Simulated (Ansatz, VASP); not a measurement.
One calculation of Au, two programs

```xyz
1
Lattice="0.0000 2.0243 2.0243 2.0243 0.0000 2.0243 2.0243 2.0243 0.0000" Properties=species:S:1:pos:R:3 pbc="T T T"
Au    0.0000    0.0000    0.0000
```

Alike in both runs: functional LDA; k mesh 18 × 18 × 18; occupations gaussian, width 0.1 eV; no spin polarisation.

Ansatz relaxed the structure, and its values are those at the end. VASP's run is a single point on that final structure, the one shown.

|  | VASP | Ansatz |
| --- | --- | --- |
| version | VASP 6.6.1 | Ansatz 0.2.0 |
| potentials or method | VASP PAW LDA potentials, release 64 (Au) | scalar-relativistic, plane waves, PAW |
| plane-wave cutoff (eV) | 520 | 420 |
| valence electrons in the cell | 11 | 19 |

|  | VASP | Ansatz | Ansatz less VASP |
| --- | --- | --- | --- |
| gap on the k mesh at the Fermi level (eV) | none | none | - |
| pressure (GPa) | 0.5 | 0.0 | -0.51 |

A gap of «none» marks a metal or a gap that the smearing closes. The two sets of potentials don't hold the same shells in valence.

The runs have no spin-orbit coupling, so splittings on Au are missing.
